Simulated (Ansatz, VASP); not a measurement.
**Two plane-wave programs on GaP**

```xyz
2
Lattice="0.0000 2.7530 2.7530 2.7530 0.0000 2.7530 2.7530 2.7530 0.0000" Properties=species:S:1:pos:R:3 pbc="T T T"
Ga    0.0000    0.0000    0.0000
P     1.3765    1.3765    1.3765
```

Alike in both runs: functional PBE; k mesh 8 × 8 × 8; no spin polarisation.

Ansatz relaxed the structure, and its values are those at the end. VASP's run is a single point on that final structure, the one shown.

|  | VASP | Ansatz |
| --- | --- | --- |
| version | VASP 6.6.1 | Ansatz 0.2.0 |
| potentials or method | VASP PAW PBE potentials, release 64 (Ga_d, P) | scalar-relativistic, plane waves, PAW |
| plane-wave cutoff (eV) | 520 | 420 |
| occupations | gaussian, width 0.01 eV | fixed |
| valence electrons in the cell | 18 | 18 |

```tsv
	VASP	Ansatz	Ansatz less VASP
gap on the k mesh at the Fermi level (eV)	1.58	1.58	+0.003
least direct gap on the mesh (eV)	1.58	1.58	+0.003
pressure (GPa)	0.0	0.0	+0.01
```

A k mesh can miss the band edges.
